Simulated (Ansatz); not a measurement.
# CoO in Ansatz: the effect of fixed moment

Crystal: CoO.

```xyz
2
Lattice="-1.5080 1.5080 2.1072 1.5080 -1.5080 2.1072 1.5080 1.5080 -2.1072" Properties=species:S:1:pos:R:3 pbc="T T T"
Co    0.0000    0.0000    0.0000
O     0.0000    0.0000    2.1072
```

Alike in all runs:

| Quantity | Value |
| --- | --- |
| Program | Ansatz 0.2.0 |
| Task | single point |
| Functional | PBEsol |
| Potentials or basis | Ansatz PAW |
| Cutoff | 420 eV (not typed: the program's choice for these potentials) |
| k mesh | 10 × 10 × 10 |
| Occupations | fermi-dirac, width 0.05 eV |

| fixed moment | spin | starting moments | energy over the lowest run (meV/atom) | pressure (GPa) |
| --- | --- | --- | --- | --- |
| 0 | collinear spin, program default start | - | 243.6 | -26.9 |
| 0.5 | collinear spin, ferromagnetic start | [0.5, 0.0] μB | 221.5 | -26.4 |
| 1 | collinear spin, ferromagnetic start | [1.0, 0.0] μB | 171.2 | -24.5 |
| 1.5 | collinear spin, ferromagnetic start | [1.5, 0.0] μB | 118.7 | -21.2 |
| 2 | collinear spin, ferromagnetic start | [2.0, 0.0] μB | 60.3 | -17.4 |
| 2.5 | collinear spin, ferromagnetic start | [2.5, 0.0] μB | ? | ? |
| 3 | collinear spin, ferromagnetic start | [3.0, 0.0] μB | 0.0 | -8.6 |
| 4 | collinear spin, ferromagnetic start | [4.0, 0.0] μB | 1255.4 | 15.7 |

Task: What does the run with fixed moment 2.5 give?

Result: Energy over the lowest run 18.6 meV/atom; pressure -13.3 GPa.

Worked out: The energy over the lowest run follows no smooth curve through the other rows. A parabola through the other rows of the pressure, of slope 13.1 GPa per unit of fixed moment there, gives -12.5 GPa, against the run's -13.3.

Caveats: the total moment is fixed, so each spin has its own Fermi level; the PAW data sets come from PBE, with cores solved anew for the run's functional, which leaves a small shift of forces and pressure; the thresholds are loose for stress; a cell with one magnetic atom can't hold antiferromagnetic order, which such compounds often take (some runs).
